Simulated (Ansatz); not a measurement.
# Nudged elastic band run: Li16H

The input (input.yaml):

```yaml
crystal:
  lattice:
    - [6.98, 0.0, 0.0]
    - [0.0, 6.98, 0.0]
    - [0.0, 0.0, 6.98]
  atoms:
    - { symbol: Li, position: [-0.00800376, 0.00026758, -0.00587782] }
    - { symbol: Li, position: [0.5136412, 0.00012112, -0.00113707] }
    - { symbol: Li, position: [0.00172532, 0.50021764, -0.0110875] }
    - { symbol: Li, position: [-0.00804715, 0.00026968, 0.50584891] }
    - { symbol: Li, position: [0.24209709, 0.2373668, 0.2499443] }
    - { symbol: Li, position: [0.48236269, 0.50019105, 0.01338232] }
    - { symbol: Li, position: [0.51359294, 0.00012245, 0.50101083] }
    - { symbol: Li, position: [0.75134139, 0.2538459, 0.24989791] }
    - { symbol: Li, position: [0.00161733, 0.50022018, 0.51113983] }
    - { symbol: Li, position: [0.24207043, 0.76282103, 0.24994377] }
    - { symbol: Li, position: [0.26211457, 0.24081976, 0.74994859] }
    - { symbol: Li, position: [0.48231817, 0.5001911, 0.48657099] }
    - { symbol: Li, position: [0.75133489, 0.7463389, 0.2498968] }
    - { symbol: Li, position: [0.75336178, 0.27737438, 0.74990193] }
    - { symbol: Li, position: [0.26211746, 0.75926747, 0.74994786] }
    - { symbol: Li, position: [0.7535048, 0.72266247, 0.74989898] }
    - { symbol: H, position: [0.89256278, 0.4997682, 0.75009399] }
basis:
  ecutwfc: 420.0
kpoints:
  mp_grid: { grid: [3, 3, 3] }
hamiltonian:
  xc: pbe
  dispersion: d3bj
scf:
  occupations: { method: fermi_dirac, width: 0.1 }
  lower_state_search: "off"
  max_iter: 71
neb:
  images: 3
  f_tol: 0.4
  max_iterations: 50
  order_check: false
  final_atoms:
    - { symbol: Li, position: [0.00085812, 0.01822731, 0.01427915] }
    - { symbol: Li, position: [0.5005847, -0.01400041, 0.00319156] }
    - { symbol: Li, position: [0.00132982, 0.49793894, -0.01590544] }
    - { symbol: Li, position: [0.00085936, 0.01799794, 0.48608888] }
    - { symbol: Li, position: [0.26224006, 0.26046852, 0.25026578] }
    - { symbol: Li, position: [0.5012127, 0.50810277, -0.00693076] }
    - { symbol: Li, position: [0.5005553, -0.01418507, 0.49749526] }
    - { symbol: Li, position: [0.73895407, 0.26044732, 0.25024856] }
    - { symbol: Li, position: [0.00126891, 0.49735845, 0.5156891] }
    - { symbol: Li, position: [0.24510497, 0.74641366, 0.25051849] }
    - { symbol: Li, position: [0.26216423, 0.23515322, 0.75030001] }
    - { symbol: Li, position: [0.50117205, 0.50799063, 0.5072998] }
    - { symbol: Li, position: [0.75610921, 0.7462976, 0.25049543] }
    - { symbol: Li, position: [0.73872138, 0.23549774, 0.7502885] }
    - { symbol: Li, position: [0.22390476, 0.74885932, 0.75062743] }
    - { symbol: Li, position: [0.77585379, 0.74999872, 0.75055697] }
    - { symbol: H, position: [0.99866265, 0.61422965, 0.74950196] }
```

Run as:

```bash
$ ansatz run input.yaml --threads 2 --pin off --max-ram 5120MiB --backend cpu --events-out ev --progress --plain --runs-dir out
```

Output, in part (warnings, iteration lines):

```
NEB end point (image 0): max|allowed force component| = 8.140e-3 eV/Å (the criterion of neb.relax_end_points is 8.000e-2)
NEB end point (image 4): max|allowed force component| = 2.281e-2 eV/Å (the criterion of neb.relax_end_points is 8.000e-2)
NEB iter   1: max|band force component| = 1.833e-1 eV/Å  barrier→ = 0.1027 eV  barrier← = 0.1030 eV  CI = image 2  Δτ_max = 0.0000 Å  (30 SCF iters)
```

The run converged. The threshold of 0.4 eV/Å is loose, so the images may lie well off the minimum-energy path. The order of the point at the top wasn't checked. Another band between the same ends, with other settings, climbed to 0.001 eV only, so this figure is probably too high. Limits of this set-up: coarse k mesh, odd electron count without spin, a small cell, in which the defect meets its images, a typed lattice constant that wasn't relaxed here.

Final band:

| image | path coordinate (Å) | energy (eV) |
| --- | --- | --- |
| 0 | 0.00 | 0.000 |
| 1 | 0.32 | 0.058 |
| 2 | 0.63 | 0.103 |
| 3 | 0.95 | 0.059 |
| 4 | 1.27 | 0.000 |

Run time: 37 s on 2 threads of AMD EPYC 9R14 (Zen 4) (shared host), peak memory 0.88 GiB.
